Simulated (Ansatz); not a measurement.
H in Zn

Method: DFT PBE, scalar-relativistic, plane waves, PAW (Ansatz 0.2.0).

Plane waves to 420 eV, a k mesh through Γ of 16×16×6 on the computed 3-atom cell and Gaussian smearing (0.10 eV); no spin polarisation for the host; each changed cell takes a mesh and smearing chosen by its own gap and starts from the host's moments or customary ones, or runs without spin. Cells and atoms are relaxed to the nearest stationary point that keeps the symmetry of their start (forces under 0.02 to 0.04 eV/Å, stress under 0.1 to 0.2 GPa); energies are at zero smearing, without zero-point or thermal terms.

Relaxed host (gap on the mesh 0 eV):

```yaml
crystal:
  lattice:
    - [2.30510, -1.32594, 0.00168]
    - [2.30510, 1.32594, 0.00168]
    - [-1.61224, 0.00000, 7.46442]
  atoms:
    - { symbol: Zn, position: [0.00000, 0.00000, 0.00000] }
    - { symbol: Zn, position: [0.22345, 0.22345, 0.66535] }
    - { symbol: Zn, position: [0.77655, 0.77655, 0.33465] }
```

Cases: (1) 1 H in a 1×1×1 repeat of the cell, at (0.500 0.500 0.500) in fractions of that repeat, 1.97 Å from the nearest atom of the relaxed host; (2) 2 H in a 1×1×1 repeat of the cell, at (0.375 0.375 0.167), (0.625 0.625 0.833) in fractions of that repeat, 1.92 Å from the nearest atom of the relaxed host; (3) 1 H in a 2×2×1 repeat of the cell, at (0.250 0.250 0.500) in fractions of that repeat, 1.97 Å from the nearest atom of the relaxed host.

The table gives the energy per H taken from half an H2 molecule (negative: uptake is favourable), the swelling and the final surroundings.

| case | formula | energy per H (eV) | ΔV (%) | principal strains (%) | nearest host atoms of the first H |
| --- | --- | --- | --- | --- | --- |
| 1 | Zn3H | 0.91 | +10.1 | +11.6 -0.2 -1.2 | 4 (Zn) from 2.07 Å |
| 2 | Zn3H2 | 0.57 | +45.6 | +47.2 +0.5 -1.5 | 3 (Zn) from 1.86 Å |
| 3 | Zn12H | 1.02 | +6.6 | +10.5 -1.7 -1.8 | 4 (Zn) from 2.00 Å |

Each ion keeps what symmetry its start has, so a lower place off a symmetric site can be missed, above all for H.

Relaxed structure of case 2, the lowest per ion:

```
CELL_PARAMETERS angstrom
2.30095 -1.33265 -0.17948
2.30095 1.33265 -0.17948
-2.22484 0.00000 11.00926
ATOMIC_POSITIONS crystal
Zn 0.00000 0.00000 0.00000
Zn 0.41346 0.41346 0.62040
Zn 0.58654 0.58654 0.37960
H 0.39754 0.39754 0.09644
H 0.60246 0.60246 0.90356
```

In Zn3H, Zn3H2, Zn12H a bond of the host changes by more than 0.6 Å or the volume by a third: the framework has rearranged or swollen or shrunk strongly, and the figure may no longer describe a topotactic step.

This form of Zn, the host, isn't the element's usual structure.

Cost: 4 runs of about 34 core-minutes in all, on Arm Neoverse V1 (shared hosts).